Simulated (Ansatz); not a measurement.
The calculation used Ansatz 0.2.0, DFT PBE, scalar-relativistic, plane waves, PAW. Settings: cutoff 420 eV, Γ-centred meshes spaced at most about 0.3 Å⁻¹, and about 0.25 Å⁻¹ or finer for metals (2π included), Gaussian smearing. No spin polarisation.

All energies are static (0 K, no zero-point motion).

Two relaxed structures of Be2H3:

1.

```cif
data_structure
_symmetry_space_group_name_H-M 'P1'
_symmetry_Int_Tables_number 1
_cell_length_a 4.0616
_cell_length_b 4.0783
_cell_length_c 5.8925
_cell_angle_alpha 108.465
_cell_angle_beta 91.648
_cell_angle_gamma 119.005
_cell_volume 78.99
loop_
_atom_site_label
_atom_site_type_symbol
_atom_site_symmetry_multiplicity
_atom_site_Wyckoff_symbol
_atom_site_fract_x
_atom_site_fract_y
_atom_site_fract_z
_atom_site_occupancy
Be1 Be 1 a 0.40574 0.56859 0.84174 1
Be2 Be 1 a 0.29142 0.81594 0.20412 1
Be3 Be 1 a 0.55915 0.45471 0.13950 1
Be4 Be 1 a 0.70935 0.10006 0.67640 1
H1 H 1 a 0.49307 0.25008 0.83552 1
H2 H 1 a 0.73456 0.82154 0.76219 1
H3 H 1 a 0.07465 0.39481 0.65504 1
H4 H 1 a 0.53198 0.87061 0.41585 1
H5 H 1 a 0.27391 0.16195 0.21772 1
H6 H 1 a 0.92617 0.56171 0.25192 1
```

2.

```cif
data_structure
_symmetry_space_group_name_H-M 'P1'
_symmetry_Int_Tables_number 1
_cell_length_a 3.0447
_cell_length_b 3.9981
_cell_length_c 4.9772
_cell_angle_alpha 110.553
_cell_angle_beta 92.447
_cell_angle_gamma 112.334
_cell_volume 51.38
loop_
_atom_site_label
_atom_site_type_symbol
_atom_site_symmetry_multiplicity
_atom_site_Wyckoff_symbol
_atom_site_fract_x
_atom_site_fract_y
_atom_site_fract_z
_atom_site_occupancy
Be1 Be 1 a 0.38867 0.26847 0.05242 1
Be2 Be 1 a 0.65123 0.79367 0.05232 1
H1 H 1 a 0.43713 0.39898 0.81294 1
H2 H 1 a 0.59824 0.65494 0.29173 1
H3 H 1 a 0.20145 0.89364 0.05194 1
```

Question: Which would you expect to be lower, and how large is the difference?

Answer: Cell 1 is lower, by 104 meV/atom. Cell 1 has space group P1 (No. 1), 7.9 Å³/atom and a gap of 1.99 eV on its mesh; cell 2 has space group P1 (No. 1), 10.3 Å³/atom and no gap. Counting H atoms around Be (those within 1.25 times the shortest such distance or 1.15 times the sum of covalent radii; a plus sign parts nearer from farther groups; a slash parts the counts of unlike sites), cell 1 has Be 2+1/3/4 and cell 2 has Be 3/4. Even the lower one lies +0.08 eV/atom against the reference forms of the elements (uncorrected), a margin that errors in the energy of the gaseous reference can exceed. In cell 1, Be on its first site has 3 H at 1.42–1.49 Å; Be on its second site has 3 H at 1.42–1.45 Å; around H on its first site lie 2 Be at 1.49 Å and 1 Be at 1.67 Å; 7 more sites not described. In cell 2, Be on its first site is surrounded by 3 H at 1.39–1.45 Å; Be on its second site has 2 H at 1.47 Å and 2 H at 1.57 Å; around H on its first site lie 2 Be at 1.45–1.47 Å; 2 more sites not described. Origin: cell 1, invented, then shaken at random and relaxed again; cell 2, invented.

Weakly bound directions are ill-defined at this level, which has no dispersion term (P1 at 10.3 Å³/atom), and this can change margins and order among such cells. Kohn–Sham gaps at this level usually fall short of measured ones. With hydrogen, zero-point motion can shift such differences by 10 meV/atom or more. Cells relaxed within their symmetry can be saddle points.
